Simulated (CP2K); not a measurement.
Runs of CP2K 2026.2 on As. Symmetry: P6/mmm, No. 191, hexagonal system. Conventional cell: a = 4.566 Å, b = 4.566 Å, c = 2.834 Å, α = 90.00°, β = 90.00°, γ = 120.00°. Around As (site symmetry -6m2) lie 5 As at 2.64 to 2.83 Å. The cell was built by a generator and needn't be a form met in nature.

```tsv
task	level	cutoff of the non-local correlation (Ry)	points a segment of the path (NPOINTS)	bands added on the path	gap on the mesh (eV)	pressure (GPa)
single point	rev-vdW-DF2	300	-	-	none	0.5
single point	RPBE	-	-	-	none	(a)
band structure	MS2	-	10	4	none	1.4
band structure	PBEsol	-	10	4	none	(b)
band structure	LDA	-	10	4	none	-1.4
```

Alike in all rows: potentials or basis POTENTIAL_UZH As GTH-PBE-q5; TZVP-MOLOPT-PBE-GTH basis; no spin polarisation; cell as given; k mesh 7 × 7 × 9; smearing fermi-dirac 0.05 eV.

Problem. Fill in the values left out.

Solution. (a) 0.9; (b) -1.3.

Caveats: the potentials were made for another functional, which shifts forces and pressure; the basis of atomic orbitals isn't converged, which shifts pressures, moduli and gaps.

A k mesh can miss the band edges, and the runs leave out spin-orbit coupling on As.

A gap of «none» marks a metal or a gap under the smearing width.

Runs at the PBE level aren't shown here.
